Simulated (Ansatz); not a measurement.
Reactions of CH3AlClFSe, SMILES `C[Se][Al]([F])[Cl]`.

Calculated with Ansatz (gas phase, PBE0-D4/def2-TZVP geometries, no zero-point term in ΔE). CCSD(T)/CBS adds triple-zeta CCSD(T) − MP2 to the extrapolated MP2 energy (def2 sets, frozen cores). This one scheme is used for every species. DFT in def2-TZVPP. For Se outer-core shells are correlated without core-valence functions, which leaves a few kJ/mol of doubt a bond. Scalar relativity is left out up to krypton. One conformer a species, not always the lowest.

```tsv
reaction	CCSD(T)/CBS(def2) (kJ/mol)
`C[Se][Al]([F])[Cl]` + orthosilicic acid → `O[Si](O)(O)[O][Al]([F])[Cl]` + `C[SeH]`	-38
`C[Se][Al]([F])[Cl]` + `N=C=O` → `O=C=[N][Al]([F])[Cl]` + `C[SeH]`	-20
`C[Se][Al]([F])[Cl]` + `C1NCS1` → `CN1CSC1` + `[F][Al]([Cl])[SeH]`	2
`C[Se][Al]([F])[Cl]` + phenol → anisole + `[F][Al]([Cl])[SeH]`	35
`C[Se][Al]([F])[Cl]` + CH₃NH₂ → `C[NH][Al]([F])[Cl]` + `C[SeH]`	?
```

(1) Fill in the missing values. (Best estimate.)

Largest T1 diagnostic: 0.018, for `N=C=O`.

Answers

(1) Computed: `C[Se][Al]([F])[Cl]` + CH₃NH₂ → `C[NH][Al]([F])[Cl]` + `C[SeH]`: +23.7 kJ/mol.
